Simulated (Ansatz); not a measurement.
**2H-NbSTe bilayer (2H stacking) in a perpendicular field**

Wanted: the out-of-plane response of the 2H-NbSTe bilayer (2H stacking). A positive field points along +c.

Method: plane-wave DFT, PBE-D4, Ansatz PAW, in the first sound run; inputs show where later runs differ, in Ansatz 0.2.0.

This is a report of a sequence of runs, with most program output left out.

## 1. Set-up

The cell holds 6 atoms: 2 Te, 2 Nb and 2 S. Its edges and angles: a = 3.620 Å, b = 3.620 Å, c = 28.008 Å, α = 90.0°, β = 90.0°, γ = 120.0°. Regions: layer 1: 2H-NbSTe, 3 atoms (1 Te, 1 Nb and 1 S); layer 2: 2H-NbSTe, 3 atoms (1 Te, 1 Nb and 1 S). Vacuum lies along c.

## 2. Relaxing the slab

The starting cell is a guess, so the in-plane lattice and the atoms are relaxed first, with the slab cut off from its images along the normal. The program lengthens the vector along the normal by itself, so c and the volume that it reports differ from the typed ones.

The input, input.yaml:

```yaml
crystal:
  lattice:
    - [3.620432, 0.0, 0.0]
    - [-1.810216, 3.1353860847, 0.0]
    - [0.0, 0.0, 28.0079885252]
  atoms:
    - { symbol: Te, position: [0.3333333333, 0.6666666667, 0.3213368926] }
    - { symbol: Nb, position: [0.0, 0.0, 0.3918667239] }
    - { symbol: S, position: [0.3333333333, 0.6666666667, 0.4437660438] }
    - { symbol: Te, position: [0.0, 0.0, 0.5562339562] }
    - { symbol: Nb, position: [0.3333333333, 0.6666666667, 0.6267637875] }
    - { symbol: S, position: [0.0, 0.0, 0.6786631074] }
  periodic: [true, true, false]
kpoints:
  mp_grid: { grid: [12, 12, 1] }
hamiltonian:
  xc: pbe
  dispersion: d4
scf:
  occupations: { method: fermi_dirac, width: 0.05 }
  convergence: { dr2_threshold: 1.0e-09 }
relax:
  f_tol: 0.004
  max_steps: 90
  cell: {}
output:
  write_potential: true
  write_density: true
  volumetric_format: npy
```

Run with:

```sh
> ansatz run input.yaml --threads 4 --pin off --max-ram 6144MiB --backend cpu --events-out ev --progress --plain --runs-dir out
```

Run time: 95 s. Hardware: 4 threads of Arm Neoverse V2, shared host; peak memory 0.99 GiB; 6.2 min of CPU time.

Step by step:

```
step  energy less that of the first step (eV)  largest force component (eV/Å)  volume (Å³)
   1                                   0.0000                          1.0208       497.37
   2                                  -0.1337                          1.6748       451.36
   3                                  -0.3082                          0.3634       457.10
   4                                  -0.3326                          0.0384       463.90
   5                                  -0.3335                          0.0079       462.12
   6                                  -0.3336                          0.0032       461.86
  7*                                  -0.3323                          0.0034       461.86
```

Relaxation steps marked * repeat the geometry before them on a plane-wave basis chosen anew for their cell, so energy and pressure can jump there.

Forces are held to the 6 operations that the run works with; a distortion that breaks them can't arise in this run.

```
cell as run  before  after  change
      a (Å)   3.620  3.489  -3.6 %
      b (Å)   3.620  3.489  -3.6 %
```

The atoms that moved most (Å, along periodic axes as changes of fractional coordinates times the final cell, across vacuum about the mean position):

```
atom     dx     dy      dz  length
  S6  0.000  0.000  -0.077   0.077
 Te1  0.000  0.000   0.070   0.070
 Nb2  0.000  0.000   0.050   0.050
 Nb5  0.000  0.000  -0.035   0.035
 Te4  0.000  0.000  -0.028   0.028
  S3  0.000  0.000   0.019   0.019
```

The relaxed structure:

```cif
data_structure
_symmetry_space_group_name_H-M 'P 1'
_symmetry_Int_Tables_number 1
_cell_length_a 3.4888
_cell_length_b 3.4888
_cell_length_c 43.8160
_cell_angle_alpha 90.000
_cell_angle_beta 90.000
_cell_angle_gamma 120.000
_cell_volume 461.86
loop_
_atom_site_label
_atom_site_type_symbol
_atom_site_fract_x
_atom_site_fract_y
_atom_site_fract_z
_atom_site_occupancy
Te1 Te 0.33333 0.66667 0.20700 1
Nb2 Nb 0.00000 0.00000 0.25163 1
S3 S 0.33333 0.66667 0.28411 1
Te4 Te 0.00000 0.00000 0.35493 1
Nb5 Nb 0.33333 0.66667 0.39985 1
S6 S 0.00000 0.00000 0.43205 1
```

Numbers from this step:

- energy at zero smearing: -24875.0720 eV

The lattice constant a goes from 3.620 to 3.489 Å.

## 3. Atoms held, field 0

A sawtooth potential applies the field, turning back in the middle of the vacuum. With the dipole correction the typed value is the field outside the slab. The induced dipole is small, so the SCF threshold is tight.

The cell differs from the one that the last finished run ended in (c 43.816 → 27.861 Å).

The input, input.yaml:

```yaml
crystal:
  lattice:
    - [3.4887743201, 0.0, 0.0]
    - [-1.74438716, 3.0213671893, 0.0]
    - [0.0, 0.0, 27.8610454055]
  atoms:
    - { symbol: Te, position: [0.3333333333, 0.6666666667, 0.3230316691] }
    - { symbol: Nb, position: [0.0, 0.0, 0.3932242295] }
    - { symbol: S, position: [0.3333333333, 0.6666666667, 0.444296563] }
    - { symbol: Te, position: [0.0, 0.0, 0.5556732768] }
    - { symbol: Nb, position: [0.3333333333, 0.6666666667, 0.6263209349] }
    - { symbol: S, position: [0.0, 0.0, 0.6769683309] }
kpoints:
  mp_grid: { grid: [18, 18, 1] }
  band_path:
    path: [[0, 0, 0], [0.5, 0, 0], [0.33333333, 0.33333333, 0], [0, 0, 0]]
    npoints: 16
hamiltonian:
  xc: pbe
  dispersion: d4
scf:
  occupations: { method: fermi_dirac, width: 0.02585 }
  convergence: { dr2_threshold: 1.0e-10 }
efield:
  axis: 3
  dipole_correction: true
  ramp_position: 0.97
  ramp_width: 0.06
  amplitude: 0
output:
  dos: { projected: true, e_range: [-6, 5] }
  bader: true
  write_potential: true
  write_density: true
  volumetric_format: npy
  elf: true
```

Wall time 35 s (4 threads); peak memory 0.91 GiB.

This step gave:

```
energy at zero smearing        : -24875.0713 eV
work function, upper face      : 5.532 eV
work function, lower face      : 4.914 eV
dipole along the normal        : -0.03601 e·Å
step between the vacuum levels : 0.6181 eV
```

Running mean over a fixed 2.8 Å (it still follows the layers) of the planar mean; the ramp of the sawtooth is left out. Table of electron's electrostatic potential energy less the Fermi level by z:

```
z (Å)  electron's electrostatic potential energy less the Fermi level (eV)
    4                                                                 4.91
    5                                                                 4.91
    6                                                                 4.82
    7                                                                 3.48
    8                                                                 1.25
    9                                                                -1.94
   10                                                                -6.68
   11                                                                -8.94
   12                                                                -7.45
   13                                                                -1.30
   14                                                                0.600
   15                                                               -0.369
   16                                                                -4.54
   17                                                                -8.19
   18                                                                -9.12
   19                                                                -3.81
   20                                                                 1.60
   21                                                                 5.08
   22                                                                 5.51
   23                                                                 5.53
   24                                                                 5.53
```

The density of states has structure finer than the step of the table below, so its rows give means over 0.25 eV, whole bins alone (the curve runs from -6 to 1.99 eV). Peaks (eV: height): -3.710: 32.1, -3.410: 11.6, -2.940: 18.6, -2.750: 16.0, -1.620: 23.1, -1.420: 13.4, -0.100: 14.4.

Density of states against energy, zero at the Fermi level; means over each step:

energy (eV), density of states (states/eV a cell) and a bar:
```
    -5.75        0.0 
    -5.50        0.2 #
    -5.25        1.9 ######
    -5.00        3.4 ##########
    -4.75        6.1 ###################
    -4.50        7.2 ######################
    -4.25        4.3 #############
    -4.00        3.5 ###########
    -3.75        7.6 #######################
    -3.50        5.7 ##################
    -3.25        3.0 #########
    -3.00        9.7 ##############################
    -2.75        7.7 ########################
    -2.50        2.1 ######
    -2.25        2.2 #######
    -2.00        1.4 ####
    -1.75        3.2 ##########
    -1.50        9.7 ##############################
    -1.25        5.5 #################
    -1.00        3.2 ##########
    -0.75        5.2 ################
    -0.50        2.7 ########
    -0.25        3.0 #########
     0.00        8.8 ###########################
     0.25        2.2 #######
     0.50        0.9 ###
     0.75        0.7 ##
     1.00        0.2 #
     1.25        0.0 
     1.50        0.0 
     1.75        3.3 ##########
```

Projected DOS per atom over height of the atomic layer and energy from the Fermi level. Layers: Te Nb S Te Nb S from below.

Values in states/eV, 22 rows by 6 columns, each cell a mean:
```
0.56 1.66 0.15 0.46 1.48 0.13
0.00 0.00 0.00 0.00 0.00 0.00
0.00 0.06 0.04 0.01 0.02 0.01
0.01 0.18 0.10 0.02 0.25 0.15
0.04 0.43 0.14 0.04 0.46 0.18
0.48 2.47 0.54 0.55 2.58 0.62
0.19 0.76 0.18 0.22 0.68 0.18
1.01 1.17 0.16 1.04 1.12 0.17
0.82 0.56 0.25 1.12 0.61 0.34
2.22 0.92 1.03 2.14 0.92 0.94
0.88 0.37 0.43 0.56 0.28 0.20
0.56 0.25 0.22 0.49 0.24 0.18
0.58 0.48 0.52 0.55 0.38 0.49
0.77 1.45 2.40 0.72 1.57 2.84
0.64 0.64 1.15 0.60 0.78 1.39
0.85 0.90 1.48 0.83 0.94 1.67
0.60 0.51 0.86 0.40 0.26 0.33
0.99 0.77 1.03 0.94 1.08 1.42
0.58 0.95 1.44 0.80 0.92 1.18
0.43 0.42 0.64 0.54 0.34 0.38
0.08 0.08 0.13 0.12 0.06 0.06
0.00 0.00 0.00 0.00 0.00 0.00
```
Columns: height of the atomic layer (Å) from 9 to 18.9 (not evenly spaced); rows upwards: energy from the Fermi level (eV) from -5.96 to 1.96.

Electronic bands along the path, in eV, zero at the Fermi level:

```
  point  band 31  band 32  band 33  band 34  band 35  band 36  band 37  band 38
      Γ    -0.42    -0.42    -0.39    -0.39     0.82     1.14     2.81     2.81
halfway    -1.55    -1.19    -0.68    -0.66    -0.10     0.02     1.87     2.12
      M    -1.61    -1.48    -0.54    -0.42    -0.34    -0.23     2.35     2.39
halfway    -2.15    -1.95    -1.59    -1.44     0.07     0.14     2.02     2.06
      K    -2.87    -2.75    -1.63    -1.52     0.18     0.26     1.65     1.67
halfway    -1.60    -1.42    -1.10    -0.99    -0.01     0.04     1.66     1.92
      Γ    -0.42    -0.42    -0.39    -0.39     0.82     1.14     2.81     2.81
```

Valence density in the ca plane at fractional y = 0.667, with atoms of Te and S and Nb within 0.2 Å of it. It is the smooth field of the valence electrons, not physical close to the nuclei.

Ten steps, logarithmic in the rise over the least value, from '0' (0 e/Å³) to '9' (15 e/Å³), each cell a mean:
```
00000000000001111112222111000012232211112222
00000000000001111112322110000012332211112222
00000000000011222222222221100012222221222222
00000000000123343221123333210011122223443221
00000000000135786321123444321000111246765211
00000000000236998421124423421000111257776310
00000000000136897421124434421000111257775210
00000000000124564321123444310001112235654211
00000000000012232222222222110011222222322221
```
Columns run along c (16.0 Å, from fractional 0.13 to 0.71 of the cell), rows up along a (3.5 Å). Atoms in or near the plane, at fractional coordinates: Te at (0.32, 0.33), S at (0.44, 0.33), Nb at (0.63, 0.33).

ELF in the ca plane at fractional y = 0.667, with atoms of Te and S and Nb within 0.2 Å of it. It is the smooth field of the valence electrons, not physical close to the nuclei.

Ten even steps from '0' (0.00) to '9' (0.89), each cell a mean:
```
00000000000123444311221232100377656652236888
00000000000011233211321111000477555653347888
00000000002355556521112565410266656642124787
00000000136886555652137899851134566424542355
00000001368975213553258868983001233248885222
00000002479973011453268304995000121267267211
00000002479974001453268526994001122258576211
00000001257986434653248999972013454336773233
00000000024677656642124788630146666532223576
```
Columns run along c (16.0 Å, from fractional 0.13 to 0.71 of the cell), rows up along a (3.5 Å). Atoms in or near the plane, at fractional coordinates: Te at (0.32, 0.33), S at (0.44, 0.33), Nb at (0.63, 0.33).

Electrostatic potential energy in the ca plane at fractional y = 0.667, with atoms of Te and S and Nb within 0.2 Å of it. With pseudopotentials it is smooth inside the atoms' cores, unlike the true potential.

Values in eV, 5 rows by 16 columns, each cell a mean:
```
  7   7   7   7   6   4   1  -8   1   6   6  -4  -6   3   2   0
  7   7   7   7   4  -4   0  -4   0   4   6   0  -2  -3  -3   2
  7   7   7   7  -5  -1  -7   2 -22 -17   6   5   2 -27 -30   2
  7   7   7   7  -5   6  -6   2 -26 -22   6   6   2 -32 -34   1
  7   7   7   7   0  -9  -3   0  -6  -2   6   2   1 -12 -13   3
```
Columns run along c (16.0 Å, from fractional 0.13 to 0.71 of the cell; values clipped at the 3rd and 97th percentile), rows up along a (3.5 Å). Atoms in or near the plane, at fractional coordinates: Te at (0.32, 0.33), S at (0.44, 0.33), Nb at (0.63, 0.33).

The work function of the upper face is 5.53 eV.

## 4. Single point, field 0.05 V/Å

input.yaml: that of step 3 with these lines changed.

```diff
@@ -28,6 +28,4 @@
   ramp_width: 0.06
-  amplitude: 0
+  amplitude: 0.05
 output:
-  dos: { projected: true, e_range: [-6, 5] }
-  bader: true
   write_potential: true
@@ -35,2 +33 @@
   volumetric_format: npy
-  elf: true
```

Elapsed: 28 s, on 4 threads; peak memory 0.88 GiB; 1.8 min of CPU time.

The dipole is -5.8e-4 e·Å, 0.0354 e·Å from its value without field.

## 5. Atoms held, field -0.05 V/Å

input.yaml: that of step 4 with these lines changed.

```diff
@@ -28,3 +28,3 @@
   ramp_width: 0.06
-  amplitude: 0.05
+  amplitude: -0.05
 output:
```

Run time: 29 s. Hardware: 4 threads; peak memory 0.86 GiB; 1.9 min of CPU time.

The dipole is -0.0714 e·Å, -0.0354 e·Å from its value without field.

## 6. Atoms held, field 0.1 V/Å

input.yaml: that of step 5 with these lines changed.

```diff
@@ -28,3 +28,3 @@
   ramp_width: 0.06
-  amplitude: -0.05
+  amplitude: 0.1
 output:
```

It took 29 s on 4 threads; peak memory 0.86 GiB.

The dipole is 0.0349 e·Å, 0.0709 e·Å from its value without field.

## 7. Single point, field 0.2 V/Å

input.yaml: that of step 6 with these lines changed.

```diff
@@ -28,3 +28,3 @@
   ramp_width: 0.06
-  amplitude: 0.1
+  amplitude: 0.2
 output:
```

Elapsed: 30 s, on 4 threads; peak memory 0.87 GiB.

The dipole is 0.106 e·Å, 0.142 e·Å from its value without field.

## 8. Atoms held, field 0.3 V/Å

input.yaml: that of step 7 with these lines changed.

```diff
@@ -28,4 +28,6 @@
   ramp_width: 0.06
-  amplitude: 0.2
+  amplitude: 0.3
 output:
+  dos: { projected: true, e_range: [-6, 5] }
+  bader: true
   write_potential: true
@@ -33 +35,2 @@
   volumetric_format: npy
+  elf: true
```

Wall time 38 s (4 threads); peak memory 0.89 GiB; 2.5 min of CPU time.

The dipole is 0.177 e·Å, 0.213 e·Å from its value without field.

## 9. Response, atoms held

This step: plane-wave DFT, PBE-D4, Ansatz PAW; response to a field along the normal, atoms held (Ansatz 0.2.0).

The dipoles give the slope, and the difference of two potentials shows where the field is screened.

Numbers from this step:

```yaml
equivalent_conductor_thickness_p_eps_0ae: 12.16 Å
distance_between_the_outer_atoms: 9.861 Å
```

Dipole of the cell against applied field:

```
applied field (V/Å)  dipole of the cell (e·Å)
             -0.050                   -0.0714
              0.000                   -0.0360
              0.050                   -5.8e-4
              0.100                    0.0349
              0.200                     0.106
              0.300                     0.177
```

[end of part 1 of 2]

[Logs are printed without paths, hosts, clocks, repeated set-up lines and the standing remarks that a program may print on its own settings, such as how far it seeks lower states.]

[Hosts, paths, dates, database ids (printed as entryN), source tags and the programs' standing remarks are cut or masked in the printed files.]

[Maps of the electrostatic potential energy from Ansatz leave out the sawtooth potential of an applied field or a dipole correction, so their vacuum need not be flat; planar profiles and work functions include it.]

[The density of states shown here was stored with 400 of the rows of the run's finer table, so its peaks can read low, often by over a quarter, or be missed, and its means over a window can be off by a tenth or more.]
